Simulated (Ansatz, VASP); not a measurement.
# Ni in VASP and in Ansatz

Contents of INCAR:

```
ALGO = Normal ; EDIFF = 1E-7
ENCUT = 520 ; GGA = PE
ISIF = 2 ; ISMEAR = -1
ISPIN = 2 ; LASPH = True
LCHARG = False ; LMAXMIX = 4
LORBIT = 11 ; LREAL = False
LWAVE = False ; MAGMOM = 1 1
NBANDS = 21 ; NELM = 150
PREC = Accurate ; SIGMA = 0.08
```

Contents of KPOINTS:

```
k-points
0
Gamma
  17 17 10
```

The input POSCAR:

```
Ni
1.0
    2.4204274782      0.0000000000      0.0000000000
   -1.2102137391      2.0961516842      0.0000000000
    0.0000000000      0.0000000000      3.9675806380
Ni
2
Direct
    0.3333333333      0.6666666667      0.2500000000
    0.6666666667      0.3333333333      0.7500000000
```

Input for Ansatz:

```yaml
crystal:
  lattice:
    - [2.4204274782, 0.0, 0.0]
    - [-1.2102137391, 2.0961516842, 0.0]
    - [0.0, 0.0, 3.967580638]
  atoms:
    - { symbol: Ni, position: [0.3333333333, 0.6666666667, 0.25], spin: 1.0 }
    - { symbol: Ni, position: [0.6666666667, 0.3333333333, 0.75], spin: 1.0 }
magnetization:
  spin_polarized: true
kpoints:
  mp_grid: { grid: [17, 17, 10] }
scf:
  occupations: { method: fermi_dirac, width: 0.08 }
hamiltonian:
  xc: pbe
  pseudopotentials: { kind: all_electron, lapw: { basis_error: 0.001 } }
output:
  forces: true
  stress: true
  eigenvalues: true
  populations: true
```

Change from the starting cell: volume scaled by 0.92, LAPW.

Alike in both runs: task single point; functional PBE; k mesh 17 × 17 × 10; occupations fermi-dirac, width 0.08 eV; collinear spin.

|  | VASP | Ansatz |
| --- | --- | --- |
| version | VASP 6.6.1 | Ansatz 0.2.0 |
| potentials or method | VASP PAW PBE potentials, release 64 (Ni) | all-electron LAPW, scalar-relativistic |
| plane-wave cutoff (eV) | 520 | see its input |

|  | VASP | Ansatz | Ansatz less VASP |
| --- | --- | --- | --- |
| pressure (GPa) | 19.6 | 20.0 | +0.35 |
| net moment per atom (μB) | 0.61 | 0.63 | +0.015 |
| size of the moment on the site where the two differ most (μB) | 0.61 | 0.65 | +0.034 |

Site moments also hang on the region over which each program counts them. Ansatz ran all-electron here, so the differences hold the error of VASP's frozen core and of both bases.

Caveats: so large a pressure means that the cell lies far from this level's equilibrium, or that cutoff or potentials fall short (VASP).
